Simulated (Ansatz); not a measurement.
## TiB2 in Ansatz: the effect of Hubbard term

Crystal: TiB2.

```
Ti B
1.0
     3.02920    0.00000    0.00000
    -1.51460    2.62336    0.00000
     0.00000    0.00000    3.22840
Ti B
1 2
Direct
  0.00000 0.00000 0.00000
  0.66667 0.33333 0.50000
  0.33333 0.66667 0.50000
```

Alike in all runs:

```yaml
Program: Ansatz 0.2.0
Task: density of states
Functional: PBEsol
Potentials_or_basis: all-electron LAPW, scalar-relativistic
Cutoff: 282 eV (chosen from the basis error)
Basis_error_allowed: 0.002 eV/atom
k_mesh: 10 × 10 × 8
Occupations: fermi-dirac, width 0.05 eV
Spin: no spin polarisation
```

```csv
Hubbard term,pressure (GPa)
none,-5.1
Ti d U = 2 eV,-3.4
Ti d U = 4 eV,-1.5
Ti d U = 6 eV,?
Ti d U = 8 eV,2.9
```

Question: What does the run with Hubbard term Ti d U = 6 eV give?

Answer: Pressure 0.6 GPa.

Worked out: A parabola through the other rows of the pressure, of slope 1.1 GPa per eV there, gives 0.6 GPa, against the run's 0.6.

Caveats: U is the effective U less J, on atomic orbitals that reach past the spheres (some runs); U without spin polarisation on a metal has little footing (some runs); the U is typed as a test and isn't derived for this compound (some runs).
